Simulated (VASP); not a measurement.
# Ir (Fm-3m) in VASP: single point with HSE06

Aim: the single point of Ir with HSE06.

Everything below comes from runs of VASP 6.6.1. Logs are shortened: lines on timing, memory, paths and dates and some standing lists are left out, and cuts for length are marked.

### Step 1. The structure

It takes space group Fm-3m (No. 225, cubic). The conventional cell has a = 3.834 Å, b = 3.834 Å, c = 3.834 Å, α = 90.00°, β = 90.00°, γ = 90.00°. Ir (site symmetry m-3m) has 12 Ir at 2.71 Å as nearest neighbours.

### Step 2. Single point, HSE06

Contents of POSCAR:

```
Ir
1.0
    0.0000000000      1.9169000000      1.9169000000
    1.9169000000      0.0000000000      1.9169000000
    1.9169000000      1.9169000000      0.0000000000
Ir
1
Direct
    0.0000000000      0.0000000000      0.0000000000
```

Contents of INCAR.step1:

```
SYSTEM = Ir
PREC = Accurate
ENCUT = 520
EDIFF = 1E-5
ISMEAR = 0
SIGMA = 0.1
LREAL = .False.
LASPH = .True.
NELM = 100
ALGO = Normal
ISIF = 2
LWAVE = .True.
NBANDS = 10
GGA = PE
```

Contents of INCAR.step2:

```
SYSTEM = Ir
PREC = Accurate
ENCUT = 520
EDIFF = 1E-7
ISMEAR = 0
SIGMA = 0.1
LREAL = .False.
LASPH = .True.
NELM = 100
ALGO = Normal
ISIF = 2
LWAVE = .False.
LCHARG = .True.
GGA = PE
LHFCALC = .True.
HFSCREEN = 0.2
PRECFOCK = Fast
LELF = .True.
LVHAR = .True.
NBANDS = 10
ISTART = 1
```

Contents of KPOINTS:

```
Automatic mesh
0
Gamma
  8 8 8
  0 0 0
```

Potentials or basis: VASP PAW PBE potentials, release 64 (Ir).

Command:

```sh
cat potpaw_PBE.64/Ir/POTCAR > POTCAR
cp INCAR.step1 INCAR
mpirun -np 1 vasp_std > vasp.out
cp INCAR.step2 INCAR
mpirun -np 1 vasp_std > vasp.out
```

OUTCAR:

```text
SYSTEM = Ir
   PREC = Accurate
   ENCUT = 520
   EDIFF = 1E-7
   ISMEAR = 0
   LREAL = .False.
   LASPH = .True.
   NELM = 100
   ISIF = 2
   GGA = PE
   LHFCALC = .True.
   HFSCREEN = 0.2
   PRECFOCK = Fast
   ISTART = 1

 ion  position               nearest neighbor table
   1  0.000  0.000  0.000-

  LATTYP: Found a face centered cubic cell.
 ALAT       =     3.8338000000

  Lattice vectors:

 A1 = (   0.0000000000,   1.9169000000,   1.9169000000)
 A2 = (   1.9169000000,   0.0000000000,   1.9169000000)
 A3 = (   1.9169000000,   1.9169000000,   0.0000000000)

Analysis of symmetry for initial positions (statically):
=====================================================================
 Subroutine PRICEL returns:
 Original cell was already a primitive cell.

 Routine SETGRP: Setting up the symmetry group for a
 face centered cubic supercell.

 Subroutine GETGRP returns: Found 48 space group operations
 (whereof 48 operations were pure point group operations)
 out of a pool of 48 trial point group operations.

The static configuration has the point symmetry O_h .

Analysis of symmetry for dynamics (positions and initial velocities):
=====================================================================
 Subroutine PRICEL returns:
 Original cell was already a primitive cell.

 Routine SETGRP: Setting up the symmetry group for a
 face centered cubic supercell.

 Subroutine GETGRP returns: Found 48 space group operations
 (whereof 48 operations were pure point group operations)
 out of a pool of 48 trial point group operations.

The dynamic configuration has the point symmetry O_h .

 Subroutine INISYM returns: Found 48 space group operations
 (whereof 48 operations are pure point group operations),
 and found     1 'primitive' translations

----------------------------------------------------------------------------------------

                                     Primitive cell

  volume of cell :      14.0873

  direct lattice vectors                    reciprocal lattice vectors
     0.000000000  1.916900000  1.916900000    -0.260837811  0.260837811  0.260837811
     1.916900000  0.000000000  1.916900000     0.260837811 -0.260837811  0.260837811
     1.916900000  1.916900000  0.000000000     0.260837811  0.260837811 -0.260837811

  length of vectors
     2.710905978  2.710905978  2.710905978     0.451784341  0.451784341  0.451784341

  position of ions in fractional coordinates (direct lattice)
     0.000000000  0.000000000  0.000000000

  ion indices of the primitive-cell ions
   primitive index   ion index
                 1           1

----------------------------------------------------------------------------------------

 KPOINTS: Automatic mesh

Automatic generation of k-mesh.
 Grid dimensions read from file:
 generate k-points for:    8    8    8

 Generating k-lattice:

  Cartesian coordinates                     Fractional coordinates (reciprocal lattice)
    -0.032604726  0.032604726  0.032604726     0.125000000  0.000000000  0.000000000
     0.032604726 -0.032604726  0.032604726     0.000000000  0.125000000  0.000000000
     0.032604726  0.032604726 -0.032604726     0.000000000  0.000000000  0.125000000

  Length of vectors
     0.056473043  0.056473043  0.056473043

  Shift w.r.t. Gamma in fractional coordinates (k-lattice)
     0.000000000  0.000000000  0.000000000

 Subroutine IBZKPT returns following result:
 ===========================================

 Found     29 irreducible k-points:

 Following reciprocal coordinates:
            Coordinates               Weight
  0.000000  0.000000  0.000000      1.000000
  0.125000  0.000000  0.000000      8.000000
  0.250000  0.000000  0.000000      8.000000
  0.375000  0.000000  0.000000      8.000000
  0.500000  0.000000  0.000000      4.000000
  0.125000  0.125000  0.000000      6.000000
[... 16 lines left out ...]
  0.500000  0.250000  0.125000     48.000000
 -0.375000  0.250000  0.125000     24.000000
 [... further k-points ...]
   k-points           NKPTS =     29   k-points in BZ     NKDIM =    512   number of bands    NBANDS=     10
   number of dos      NEDOS =    301   number of ions     NIONS =      1
   total plane-waves  NPLWV =   8000
   dimension x,y,z NGX =    20 NGY =   20 NGZ =   20
   dimension x,y,z NGXF=    40 NGYF=   40 NGZF=   40
   ions per type =               1
   NGX,Y,Z   is equivalent  to a cutoff of  12.26, 12.26, 12.26 a.u.
   NGXF,Y,Z  is equivalent  to a cutoff of  24.53, 24.53, 24.53 a.u.
 SYSTEM =  Ir
   PREC   = accura    normal or accurate (medium, high low for compatibility)
   ISTART =      1    job   : 0-new  1-cont  2-samecut
   ICHARG =      0    charge: 1-file 2-atom 10-const
   ISPIN  =      1    spin polarized calculation?
   LNONCOLLINEAR =      F non collinear calculations
   LSORBIT =      F    spin-orbit coupling
   LASPH  =      T    aspherical Exc in radial PAW
   ENCUT  =  520.0 eV  38.22 Ry    6.18 a.u.   5.04  5.04  5.04*2*pi/ulx,y,z
   NELM   =    100;   NELMIN=  2; NELMDL=  0     # of ELM steps
   EDIFF  = 0.1E-06   stopping-criterion for ELM
   LREAL  =      F    real-space projection
   EDIFFG = 0.1E-05   stopping-criterion for IOM
   NSW    =      0    number of steps for IOM
   IBRION =     -1    ionic relax: 0-MD 1-quasi-New 2-CG
   NFREE  =      0    steps in history (QN), initial steepest desc. (CG)
   ISIF   =      2    stress and relaxation
   ISYM   =      3    0-nonsym 1-usesym 2-fastsym
   POTIM  = 0.5000    time-step for ionic-motion
   TEBEG  =    0.0;   TEEND  =   0.0 temperature during run
   PSTRESS=    0.0 pullay stress
   NELECT =       9.0000    total number of electrons
   NUPDOWN=      -1.0000    fix difference up-down
   EMIN   =  10.00;   EMAX   =-10.00  energy-range for DOS
   EFERMI =   0.00;   METHOD = LEGACY
   ISMEAR =     0;   SIGMA  =   0.10  broadening in eV -4-tet -1-fermi 0-gaus
   EFERMI_NEDOS =   21; number of points for ismear=-14 and -15
   IALGO  =     38    algorithm
   IMIX   =      1    mixing-type and parameters
     AMIX     =   0.40;   BMIX     =  1.00
     AMIX_MAG =   1.60;   BMIX_MAG =  1.00
  volume/ion in A,a.u.               =      14.09        95.07
  Fermi-wavevector in a.u.,A,eV,Ry     =   1.409980  2.664475 27.048966  1.988043
  Thomas-Fermi vector in A             =   2.531980
   LORBIT       =      0    0 simple, 1 ext, 2 COOP (PROOUT), +10 PAW based schemes
   GGA     = PE    functional components
   LHFCALC =     T    Hartree Fock is set to
   PRECFOCK=fast      Normal, Fast or Accurate (Low or Medium for compatibility)
   ENCUT4O =  -1.0   cutoff for four orbital integrals eV
   NKREDX  =     1    reduce k-point grid by
   NKREDY  =     1    reduce k-point grid by
   NKREDZ  =     1    reduce k-point grid by
   AEXX    =    0.2500 exact exchange contribution
   HFSCREEN=    0.2000 screening length (either q_TF or 0.3 A-1)
   HFSCREENC=   0.2000 screening length for correlation (either q_TF or 0.3 A-1)
   ENCUTFOCK=  -1.0 apply spherical cutoff to Coloumb kernel
   IVDW    =     0    specifies the selected vdW correction
   LEPSILON=     F    determine dielectric tensor
   LRPA    =     F    only Hartree local field effects (RPA)
 non-spin polarized calculation
 Gauss-broadening in eV      SIGMA  =   0.10
  energy-cutoff  :      520.00
  volume of cell :       14.09
 maximum number of plane-waves:       392
  NGX = 12; NGY = 12; NGZ = 12

 number of electron       9.0000000 magnetization

 Free energy of the ion-electron system (eV)
  ---------------------------------------------------
  ext. energy  EPLUGINS =         0.00000000
  ---------------------------------------------------
  free energy    TOTEN  =       -10.14970192 eV

  energy without entropy =      -10.14422417  energy(sigma->0) =      -10.14696305

 E-fermi :  10.2080     XC(G=0): -11.3651

 val. band max:       10.1304871839   @ k =  -0.3750   0.1250   0.0000
 cond. band min:      10.2680430233   @ k =   0.3750   0.1250   0.0000
 fundamental gap:      0.1375558394
 Fermi energy:        10.2079520331

 k-point     1 :       0.0000    0.0000    0.0000
  band No.  band energies     occupation
      1      -2.1868      2.00000
      2       5.5796      2.00000
      3       5.5796      2.00000
      4       5.5796      2.00000
      5       8.2302      2.00000
      6       8.2302      2.00000
      7      25.5645      0.00000
      8      31.4573      0.00000
      9      31.4573      0.00000
     10      31.4573      0.00000

 k-point     2 :       0.1250    0.0000    0.0000
  band No.  band energies     occupation
      1      -1.4370      2.00000
      2       5.2469      2.00000
      3       5.8859      2.00000
      4       5.8859      2.00000
      5       8.1176      2.00000
      6       8.1176      2.00000
      7      26.7294      0.00000
      8      28.7691      0.00000
      9      32.6175      0.00000
     10      32.6175      0.00000

 k-point     3 :       0.2500    0.0000    0.0000
  band No.  band energies     occupation
      1       0.2341      2.00000
      2       5.1229      2.00000
      3       5.9856      2.00000
      4       5.9856      2.00000
      5       8.7327      2.00000
      6       8.7327      2.00000
      7      25.1432      0.00000
      8      28.2111      0.00000
      9      35.4493      0.00000
     10      35.4493      0.00000
[... 248 lines left out ...]
 k-point    23 :       0.5000    0.2500    0.1250
  band No.  band energies     occupation
      1       2.6113      2.00000
      2       4.2511      2.00000
      3       4.8490      2.00000
      4       7.2700      2.00000
      5       9.9565      1.99962
      6      13.4888      0.00000
      7      21.5506      0.00000
      8      26.9529      0.00000
      9      28.2397      0.00000
     10      33.1571      0.00000

 k-point    24 :      -0.3750    0.2500    0.1250
  band No.  band energies     occupation
      1       2.6275      2.00000
      2       3.9294      2.00000
      3       5.9877      2.00000
      4       6.8830      2.00000
      5      10.8610      0.00000
      6      15.9256      0.00000
      7      17.8876      0.00000
      8      27.1023      0.00000
      9      27.4116      0.00000
     10      31.4224      0.00000

 [... further k-points ...]

------------------------ aborting loop because EDIFF is reached ----------------------------------------

  FORCE on cell =-STRESS in cart. coord.  units (eV):
  Direction    XX          YY          ZZ          XY          YZ          ZX
  --------------------------------------------------------------------------------------
  -------------------------------------------------------------------------------------
  Total        0.0893768      0.0893768      0.0893768      0.0000000      0.0000000      0.0000000
  in kB       10.1649892     10.1649892     10.1649892      0.0000000      0.0000000      0.0000000
  external PRESSURE =      10.1649892 kB  Pullay stress =       0.0000000 kB

 VOLUME and BASIS-vectors are now :
 -----------------------------------------------------------------------------
  energy-cutoff  :      520.00
  volume of cell :       14.09
      direct lattice vectors                 reciprocal lattice vectors
     0.000000000  1.916900000  1.916900000    -0.260837811  0.260837811  0.260837811
     1.916900000  0.000000000  1.916900000     0.260837811 -0.260837811  0.260837811
     1.916900000  1.916900000  0.000000000     0.260837811  0.260837811 -0.260837811

 POSITION                                       TOTAL-FORCE (eV/Angst)
 -----------------------------------------------------------------------------------
      0.00000      0.00000      0.00000         0.000000      0.000000      0.000000
 -----------------------------------------------------------------------------------
    total drift:                                0.000002      0.000003      0.000003

  FREE ENERGIE OF THE ION-ELECTRON SYSTEM (eV)
  ---------------------------------------------------
  free  energy   TOTEN  =       -10.1497019225 eV

  energy  without entropy=      -10.1442241683  energy(sigma->0) =      -10.14696305
```

It took 5.9 min on 1 thread of Intel Xeon 6975P-C (Granite Rapids), shared host; peak memory 0.24 GiB.

Results:

- Free energy: -10.1497 eV
- Pressure: 1.0 GPa
- Band gap on the k mesh: none (metal or under the smearing width)

Levels at points of the mesh, in eV from the Fermi level:
```csv
k point,band 1,band 2,band 3,band 4,band 5,band 6,band 7,band 8
"(0.00, 0.00, 0.00)",-12.39,-4.63,-4.63,-4.63,-1.98,-1.98,15.36,21.25
"(0.50, 0.00, 0.00)",-9.21,-4.92,-4.92,-0.99,0.97,0.97,8.34,14.89
"(0.50, 0.50, 0.00)",-9.20,-8.45,0.45,1.73,1.80,1.80,11.75,12.71
```

Caveat: the PAW data sets were made with another functional, which shifts forces and pressure a little. Spin-orbit coupling is left out, which matters for the levels of Ir.
